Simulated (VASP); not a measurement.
# EuS (Fm-3m) in VASP: single point with PBE

Aim: the single point of EuS with PBE.

All numbers are computed with VASP 6.6.1; they aren't measurements. Logs are shortened: lines on timing, memory, paths and dates and some standing lists are left out, and cuts for length are marked.

**The experiment to reproduce.**

“Crystal-field mediated electronic transitions of EuS up to 35 GPa”, 2022, pmc:8786971 reports, for a powder of EuS at 300 K: band gap 1.72 eV (optical).

How close the calculation comes is told below.

## Step 1: The crystal as given

It takes space group Fm-3m (No. 225, cubic). The conventional cell has a = 5.882 Å, b = 5.882 Å, c = 5.882 Å, α = 90.00°, β = 90.00°, γ = 90.00°. Eu (site symmetry m-3m) has 6 S at 2.94 Å as nearest neighbours. S (site symmetry m-3m) has 6 Eu at 2.94 Å as nearest neighbours.

The cell is a database's computed one.

## Step 2: Single point, PBE, collinear spin, typed start

INCAR

```
SYSTEM = EuS
PREC = Accurate
ENCUT = 520
EDIFF = 1E-6
ISMEAR = 0
SIGMA = 0.1
LREAL = .False.
LASPH = .True.
NELM = 150
ALGO = Fast
ISIF = 2
LWAVE = .False.
LCHARG = .False.
ISPIN = 2
MAGMOM = 7 0
LORBIT = 11
LMAXMIX = 6
GGA = PE
NBANDS = 22
```

KPOINTS

```
Automatic mesh
0
Gamma
  6 6 6
  0 0 0
```

POSCAR

```
EuS
1.0
    0.0000000000      2.9412300000      2.9412300000
    2.9412300000      0.0000000000      2.9412300000
    2.9412300000      2.9412300000      0.0000000000
Eu S
1 1
Direct
    0.0000000000      0.0000000000      0.0000000000
    0.5000000000      0.5000000000      0.5000000000
```

Potentials or basis: VASP PAW PBE potentials, release 64 (Eu, S).

Launch:

```sh
$ cat potpaw_PBE.64/Eu/POTCAR potpaw_PBE.64/S/POTCAR > POTCAR
$ mpirun -np 1 vasp_std > vasp.out
```

OUTCAR:

```text
SYSTEM = EuS
   PREC = Accurate
   ENCUT = 520
   EDIFF = 1E-6
   ISMEAR = 0
   LREAL = .False.
   LASPH = .True.
   NELM = 150
   ISIF = 2
   ISPIN = 2
   LORBIT = 11
   GGA = PE

 ion  position               nearest neighbor table
   1  0.000  0.000  0.000-   2 2.94   2 2.94   2 2.94   2 2.94   2 2.94   2 2.94
   2  0.500  0.500  0.500-   1 2.94   1 2.94   1 2.94   1 2.94   1 2.94   1 2.94

  LATTYP: Found a face centered cubic cell.
 ALAT       =     5.8824600000

  Lattice vectors:

 A1 = (   0.0000000000,   2.9412300000,   2.9412300000)
 A2 = (   2.9412300000,   0.0000000000,   2.9412300000)
 A3 = (   2.9412300000,   2.9412300000,   0.0000000000)

Analysis of symmetry for initial positions (statically):
=====================================================================
 Subroutine PRICEL returns:
 Original cell was already a primitive cell.

 Routine SETGRP: Setting up the symmetry group for a
 face centered cubic supercell.

 Subroutine GETGRP returns: Found 48 space group operations
 (whereof 48 operations were pure point group operations)
 out of a pool of 48 trial point group operations.

The static configuration has the point symmetry O_h .

Analysis of symmetry for dynamics (positions and initial velocities):
=====================================================================
 Subroutine PRICEL returns:
 Original cell was already a primitive cell.

 Routine SETGRP: Setting up the symmetry group for a
 face centered cubic supercell.

 Subroutine GETGRP returns: Found 48 space group operations
 (whereof 48 operations were pure point group operations)
 out of a pool of 48 trial point group operations.

The dynamic configuration has the point symmetry O_h .

Analysis of structural, dynamic, and magnetic symmetry:
=====================================================================
 Subroutine PRICEL returns:
 Original cell was already a primitive cell.

 Routine SETGRP: Setting up the symmetry group for a
 face centered cubic supercell.

 Subroutine GETGRP returns: Found 48 space group operations
 (whereof 48 operations were pure point group operations)
 out of a pool of 48 trial point group operations.

The overall configuration has the point symmetry O_h .

 Subroutine INISYM returns: Found 48 space group operations
 (whereof 48 operations are pure point group operations),
 and found     1 'primitive' translations

----------------------------------------------------------------------------------------

                                     Primitive cell

  volume of cell :      50.8882

  direct lattice vectors                    reciprocal lattice vectors
     0.000000000  2.941230000  2.941230000    -0.169996906  0.169996906  0.169996906
     2.941230000  0.000000000  2.941230000     0.169996906 -0.169996906  0.169996906
     2.941230000  2.941230000  0.000000000     0.169996906  0.169996906 -0.169996906

  length of vectors
     4.159527356  4.159527356  4.159527356     0.294443278  0.294443278  0.294443278

  position of ions in fractional coordinates (direct lattice)
     0.000000000  0.000000000  0.000000000
     0.500000000  0.500000000  0.500000000

  ion indices of the primitive-cell ions
   primitive index   ion index
                 1           1
                 2           2

----------------------------------------------------------------------------------------

 KPOINTS: Automatic mesh

Automatic generation of k-mesh.
 Grid dimensions read from file:
 generate k-points for:    6    6    6

 Generating k-lattice:

  Cartesian coordinates                     Fractional coordinates (reciprocal lattice)
    -0.028332818  0.028332818  0.028332818     0.166666667  0.000000000  0.000000000
     0.028332818 -0.028332818  0.028332818     0.000000000  0.166666667  0.000000000
     0.028332818  0.028332818 -0.028332818     0.000000000  0.000000000  0.166666667

  Length of vectors
     0.049073880  0.049073880  0.049073880

  Shift w.r.t. Gamma in fractional coordinates (k-lattice)
     0.000000000  0.000000000  0.000000000

 Subroutine IBZKPT returns following result:
 ===========================================

 Found     16 irreducible k-points:

 Following reciprocal coordinates:
            Coordinates               Weight
  0.000000  0.000000  0.000000      1.000000
  0.166667  0.000000  0.000000      8.000000
  0.333333  0.000000  0.000000      8.000000
  0.500000  0.000000  0.000000      4.000000
  0.166667  0.166667  0.000000      6.000000
  0.333333  0.166667  0.000000     24.000000
[... 8 lines left out ...]
 -0.333333  0.333333  0.166667     24.000000
 -0.333333  0.500000  0.166667     12.000000
   k-points           NKPTS =     16   k-points in BZ     NKDIM =     16   number of bands    NBANDS=     22
   number of dos      NEDOS =    301   number of ions     NIONS =      2
   total plane-waves  NPLWV =  32768
   dimension x,y,z NGX =    32 NGY =   32 NGZ =   32
   dimension x,y,z NGXF=    64 NGYF=   64 NGZF=   64
   ions per type =               1   1
   NGX,Y,Z   is equivalent  to a cutoff of  12.79, 12.79, 12.79 a.u.
   NGXF,Y,Z  is equivalent  to a cutoff of  25.58, 25.58, 25.58 a.u.
 SYSTEM =  EuS
   PREC   = accura    normal or accurate (medium, high low for compatibility)
   ISTART =      0    job   : 0-new  1-cont  2-samecut
   ICHARG =      2    charge: 1-file 2-atom 10-const
   ISPIN  =      2    spin polarized calculation?
   LNONCOLLINEAR =      F non collinear calculations
   LSORBIT =      F    spin-orbit coupling
   LASPH  =      T    aspherical Exc in radial PAW
   ENCUT  =  520.0 eV  38.22 Ry    6.18 a.u.   7.73  7.73  7.73*2*pi/ulx,y,z
   NELM   =    150;   NELMIN=  2; NELMDL= -5     # of ELM steps
   EDIFF  = 0.1E-05   stopping-criterion for ELM
   LREAL  =      F    real-space projection
   EDIFFG = 0.1E-04   stopping-criterion for IOM
   NSW    =      0    number of steps for IOM
   IBRION =     -1    ionic relax: 0-MD 1-quasi-New 2-CG
   NFREE  =      0    steps in history (QN), initial steepest desc. (CG)
   ISIF   =      2    stress and relaxation
   ISYM   =      2    0-nonsym 1-usesym 2-fastsym
   POTIM  = 0.5000    time-step for ionic-motion
   TEBEG  =    0.0;   TEEND  =   0.0 temperature during run
   PSTRESS=    0.0 pullay stress
   NELECT =      23.0000    total number of electrons
   NUPDOWN=      -1.0000    fix difference up-down
   EMIN   =  10.00;   EMAX   =-10.00  energy-range for DOS
   EFERMI =   0.00;   METHOD = LEGACY
   ISMEAR =     0;   SIGMA  =   0.10  broadening in eV -4-tet -1-fermi 0-gaus
   EFERMI_NEDOS =   21; number of points for ismear=-14 and -15
   IALGO  =     68    algorithm
   IMIX   =      4    mixing-type and parameters
     AMIX     =   0.40;   BMIX     =  1.00
     AMIX_MAG =   1.60;   BMIX_MAG =  1.00
  volume/ion in A,a.u.               =      25.44       171.71
  Fermi-wavevector in a.u.,A,eV,Ry     =   1.256353  2.374164 21.475758  1.578424
  Thomas-Fermi vector in A             =   2.390065
   LORBIT       =     11    0 simple, 1 ext, 2 COOP (PROOUT), +10 PAW based schemes
   GGA     = PE    functional components
   LHFCALC =     F    Hartree Fock is set to
   AEXX    =    0.0000 exact exchange contribution
   IVDW    =     0    specifies the selected vdW correction
   LEPSILON=     F    determine dielectric tensor
   LRPA    =     F    only Hartree local field effects (RPA)
 spin polarized calculation
 RMM-DIIS sequential band-by-band and
 Gauss-broadening in eV      SIGMA  =   0.10
  energy-cutoff  :      520.00
  volume of cell :       50.89
 maximum number of plane-waves:      1382
   NGX = 15   NGY = 15   NGZ = 15

 number of electron      22.9999995 magnetization       6.9704319

 Free energy of the ion-electron system (eV)
  ---------------------------------------------------
  ext. energy  EPLUGINS =         0.00000000
  ---------------------------------------------------
  free energy    TOTEN  =       -19.92478959 eV

  energy without entropy =      -19.91974637  energy(sigma->0) =      -19.92226798

 E-fermi :   4.5086     XC(G=0):  -9.8190

 val. band max:        4.4740566337   @ k =   0.1667   0.1667   0.0000
 cond. band min:       4.6130229206   @ k =   0.0000   0.0000   0.0000
 fundamental gap:      0.1389662870
 Fermi energy:         4.5085968650

 spin component 1

 k-point     1 :       0.0000    0.0000    0.0000
  band No.  band energies     occupation
      1     -36.9443      1.00000
      2     -15.6451      1.00000
      3     -15.6451      1.00000
      4     -15.6451      1.00000
      5      -9.0620      1.00000
      6       1.7193      1.00000
[... 14 lines left out ...]
     21       6.4596      0.00000
     22      11.9702      0.00000
[... 351 lines left out ...]
 k-point    16 :      -0.3333    0.5000    0.1667
  band No.  band energies     occupation
      1     -36.9235      1.00000
      2     -15.8744      1.00000
      3     -15.7931      1.00000
      4     -15.7750      1.00000
      5      -8.4952      1.00000
      6       0.5444      1.00000
[... 14 lines left out ...]
     21      10.2739      0.00000
     22      12.4123      0.00000
 Fermi energy:         4.5085968650

 spin component 2

 k-point     1 :       0.0000    0.0000    0.0000
  band No.  band energies     occupation
      1     -33.8723      1.00000
      2     -13.3934      1.00000
      3     -13.3934      1.00000
      4     -13.3934      1.00000
      5      -9.0482      1.00000
      6       1.8885      1.00000
[... 14 lines left out ...]
     21       9.2649      0.00000
     22      13.1803      0.00000
[... 352 lines left out ...]
  band No.  band energies     occupation
      1     -33.8436      1.00000
      2     -13.6987      1.00000
      3     -13.5903      1.00000
      4     -13.5892      1.00000
      5      -8.4880      1.00000
      6       0.7213      1.00000
[... 14 lines left out ...]
     21      11.0905      0.00000
     22      13.3967      0.00000

------------------------ aborting loop because EDIFF is reached ----------------------------------------

  FORCE on cell =-STRESS in cart. coord.  units (eV):
  Direction    XX          YY          ZZ          XY          YZ          ZX
  --------------------------------------------------------------------------------------
  -------------------------------------------------------------------------------------
  Total       -0.4151356     -0.4151356     -0.4151356      0.0000000     -0.0000000      0.0000000
  in kB      -13.0702412    -13.0702412    -13.0702412      0.0000000     -0.0000000      0.0000000
  external PRESSURE =     -13.0702412 kB  Pullay stress =       0.0000000 kB

 VOLUME and BASIS-vectors are now :
 -----------------------------------------------------------------------------
  energy-cutoff  :      520.00
  volume of cell :       50.89
      direct lattice vectors                 reciprocal lattice vectors
     0.000000000  2.941230000  2.941230000    -0.169996906  0.169996906  0.169996906
     2.941230000  0.000000000  2.941230000     0.169996906 -0.169996906  0.169996906
     2.941230000  2.941230000  0.000000000     0.169996906  0.169996906 -0.169996906

 POSITION                                       TOTAL-FORCE (eV/Angst)
 -----------------------------------------------------------------------------------
      0.00000      0.00000      0.00000         0.000000     -0.000000      0.000000
      2.94123      2.94123      2.94123        -0.000000      0.000000     -0.000000
 -----------------------------------------------------------------------------------
    total drift:                                0.000000     -0.000000     -0.000000

  FREE ENERGIE OF THE ION-ELECTRON SYSTEM (eV)
  ---------------------------------------------------
  free  energy   TOTEN  =       -19.9247895871 eV

  energy  without entropy=      -19.9197463701  energy(sigma->0) =      -19.92226798

 total charge

# of ion       s       p       d       f       tot
--------------------------------------------------
    1        2.029   5.758   0.331   6.637  14.755
    2        1.316   2.442   0.000   0.000   3.758
--------------------------------------------------
tot          3.345   8.200   0.331   6.637  18.513

 magnetization (x)

# of ion       s       p       d       f       tot
--------------------------------------------------
    1       -0.014  -0.112   0.098   6.603   6.575
    2       -0.007  -0.067   0.000   0.000  -0.075
--------------------------------------------------
tot         -0.022  -0.180   0.098   6.603   6.500
```

It took 1.9 min on 1 thread of Intel Xeon Platinum 8259CL at 2.50GHz (Skylake/Cascade Lake), shared host; peak memory 0.22 GiB.

Results:

```
Free energy                                           : -19.9248 eV
Pressure                                              : -1.3 GPa
Band gap on the k mesh                                : none (metal or under the smearing width)
Net moment                                            : 6.97 μB per cell
Site moments                                          : Eu +6.58; S -0.07 μB
Valence electrons inside the program's atomic spheres : Eu 14.76; S 3.76
```

Caveat: spin-orbit coupling is left out, which moves the levels of the heavy elements; a cell with one magnetic atom can't hold antiferromagnetic order, which such compounds often take; without U or exact exchange the open f shell lies at the Fermi level, which spoils levels, moments and volumes. The state reached can hang on the start; a lower one may exist.

## Step 3: How close it comes

Step 2. A measured gap of EuS is 1.72 eV (optical; 300 K; powder; “Crystal-field mediated electronic transitions of EuS up to 35 GPa”, 2022, pmc:8786971); the calculated 0.00 eV misses it by -1.72 eV. So large a miss can be the level of theory's own, or it may mean another phase, state or a wrong row. Spin-orbit coupling on Eu is left out. The value is that of PBE on a finite k mesh, which can miss the band edges, without temperature or zero-point motion. Semilocal functionals fall short of measured gaps as a rule. The run's magnetic order (collinear spin, typed start) needn't be the measured crystal's. The cell is a database's relaxed one, not the measured one, which moves gaps too.
